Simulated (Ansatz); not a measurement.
**Cold compression of W (hcp type)**

```xyz
2
Lattice="2.7781 0.0000 0.0000 -1.3890 2.4059 0.0000 0.0000 0.0000 4.9437" Properties=species:S:1:pos:R:3 pbc="T T T"
W     0.0000    1.6039    1.2359
W     1.3890    0.8020    3.7078
```

The cell comes from a relaxation on PAW files under the same functional, begun from a prototype that needn't be the stable phase.

Its volume is scaled, and at each volume shape and atoms are relaxed on PAW files; all methods then take that cell.

Level of theory: DFT with PBE, scalar-relativistic, in Ansatz 0.2.0; a Γ-centred 17×17×9 k mesh, Fermi–Dirac smearing of 0.1 eV, no spin polarisation. LAPW: all electrons, basis error target 1 meV/atom; PAW: frozen-core files, cutoff 420 eV; crystal datasets: all electrons, by PAW datasets that the program makes for each cell; norm-conserving: pseudopotentials, cutoff 1007 eV; PAW (partial waves polarizable): frozen-core files, cutoff 420 eV.

Energies are extrapolated to zero smearing and count from the unscaled cell; pressure is positive in compression; gaps take the mesh and a band path. No temperature or zero-point motion is included.

Spin–orbit coupling is left out, which matters for the heavy atoms.

```json
{"V/V0": "1.00", "V (Å³/atom)": "16.52", "P LAPW (GPa)": "0.09", "ΔE LAPW (eV/atom)": "0.000", "P PAW − LAPW (GPa)": "-0.09", "ΔE PAW − LAPW (meV/atom)": "0.0", "space group": "P6_3/mmc", "shortest distance (Å)": "2.778"}
{"V/V0": "0.92", "V (Å³/atom)": "15.20", "P LAPW (GPa)": "27.1", "ΔE LAPW (eV/atom)": "0.104", "P PAW − LAPW (GPa)": "0.02", "ΔE PAW − LAPW (meV/atom)": "-0.4", "space group": "P6_3/mmc", "shortest distance (Å)": "2.713"}
{"V/V0": "0.84", "V (Å³/atom)": "13.88", "P LAPW (GPa)": "67.8", "ΔE LAPW (eV/atom)": "0.483", "P PAW − LAPW (GPa)": "0.24", "ΔE PAW − LAPW (meV/atom)": "0.6", "space group": "P6_3/mmc", "shortest distance (Å)": "2.644"}
{"V/V0": "0.76", "V (Å³/atom)": "12.56", "P LAPW (GPa)": "129.0", "ΔE LAPW (eV/atom)": "1.279", "P PAW − LAPW (GPa)": "0.64", "ΔE PAW − LAPW (meV/atom)": "4.1", "space group": "P6_3/mmc", "shortest distance (Å)": "2.573"}
{"V/V0": "0.68", "V (Å³/atom)": "11.23", "P LAPW (GPa)": "219.5", "ΔE LAPW (eV/atom)": "2.683", "P PAW − LAPW (GPa)": "1.30", "ΔE PAW − LAPW (meV/atom)": "11.6", "space group": "P6_3/mmc", "shortest distance (Å)": "2.495"}
{"V/V0": "0.60", "V (Å³/atom)": "9.91", "P LAPW (GPa)": "?", "ΔE LAPW (eV/atom)": "5.068", "P PAW − LAPW (GPa)": "2.52", "ΔE PAW − LAPW (meV/atom)": "26.9", "space group": "P6_3/mmc", "shortest distance (Å)": "2.388"}
{"V/V0": "0.52", "V (Å³/atom)": "8.59", "P LAPW (GPa)": "632.4", "ΔE LAPW (eV/atom)": "9.107", "P PAW − LAPW (GPa)": "4.75", "ΔE PAW − LAPW (meV/atom)": "56.0", "space group": "P6_3/mmc", "shortest distance (Å)": "2.278"}
{"V/V0": "0.45", "V (Å³/atom)": "7.43", "P LAPW (GPa)": "1032", "ΔE LAPW (eV/atom)": "14.985", "P PAW − LAPW (GPa)": "7.21", "ΔE PAW − LAPW (meV/atom)": "99.4", "space group": "P6_3/mmc", "shortest distance (Å)": "2.176"}
```

Problem. Give the missing entry: row "0.60", column "P LAPW (GPa)".

Solution. 372.0.

Problem. Fit the Vinet equation to the LAPW pressures over the whole range, with residuals weighted by 1/(|P| + 0.03·Pmax).

Solution. V0 = 16.54 Å³/atom, B0 = 260 GPa and B0′ = 4.36, and the fit misses no point by more than 22 GPa. A fit over so wide a range pins B0 less well than one near rest.

Problem. From the table, what is the rise of the enthalpy H = E + pV up to the last row, and how stiff is the crystal between the last two rows?

Solution. ΔH = 14.985 eV + (1032 GPa × 7.43 Å³ − 0.09 GPa × 16.52 Å³) × 0.006242 eV/(GPa·Å³) = 62.88 eV/atom, of which pV makes 76 %. The mean bulk modulus there is −ΔP/Δln V = 2770 GPa.

Problem. At the smallest volume, how far do crystal datasets and norm-conserving and PAW (partial waves polarizable) lie from LAPW in pressure?

Solution. crystal datasets: +0.01 GPa; norm-conserving: +11.96 GPa; PAW (partial waves polarizable): +7.21 GPa, on a LAPW pressure of 1032 GPa.

Problem. How do the Löwdin populations by LAPW change from the unscaled cell to the last row?

Solution. W 5s 1.97 → 1.86, W 6s 0.92 → 0.51, W 5p 5.99 → 5.85, W 5d 5.01 → 5.74 electrons an atom. These are projections on the shells that the free atoms fill; 0.24 e a cell lies outside them at the start and 0.11 e at the end.
